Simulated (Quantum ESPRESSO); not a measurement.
Au:

```
Au
1.0
     0.00000    2.03500    2.03500
     2.03500    0.00000    2.03500
     2.03500    2.03500    0.00000
Au
1
Direct
  0.00000 0.00000 0.00000
```

```yaml
Program: Quantum ESPRESSO 7.5
Task: Wannier functions
Functional: PBE
Potentials_or_basis: PseudoDojo 0.4.1 SR PBE standard
Cutoff: 1034 eV
Density_cutoff: 4136 eV
k_mesh: 8 × 8 × 8
Occupations: fermi-dirac, width 0.05 eV
Spin: no spin polarisation
Mixing_beta: 0.5
Most_SCF_iterations: 120
SCF_threshold: 2e-10 Ry
k_mesh_for_the_Wannier_functions: 7 × 7 × 7
Projections: Au spd
```

Start: atomic projections with disentanglement, frozen window up to 2.0 eV over the reference level; the lowest 4 bands are left out. The reference level is the Fermi level, or the middle of the gap.

Question: With atomic projections with disentanglement, how many functions result, how localised are they, and how well do they interpolate the bands?

Answer: 9 functions with spreads from 0.76 to 1.13 Å², 9.0 Å² in all; they miss the direct bands by 12 meV (root mean square).

Wannier functions:
```csv
function,nearest atom,distance (Å),spread (Å²),on-site energy from the reference level (eV)
1,1 Au,0.70,1.12,4.57
2,1 Au,0.70,1.12,4.57
3,1 Au,0.70,1.12,4.56
4,1 Au,0.71,1.13,4.55
5,1 Au,0.70,1.12,4.56
6,1 Au,0.00,0.76,-3.37
7,1 Au,0.00,0.76,-3.37
8,1 Au,0.71,1.13,4.55
9,1 Au,0.00,0.76,-3.37
```

Parts of the spread (Å²): invariant 7.25, diagonal 0.004, off-diagonal 1.78, total 9.03. Against the direct bands the interpolation misses by 12 meV (root mean square) and 62 meV at most, for states up to 1 eV over the reference level.

Caveat: the k mesh is coarse; spin-orbit coupling is left out, which moves the levels of the heavy elements; the Wannier minimisation didn't converge.
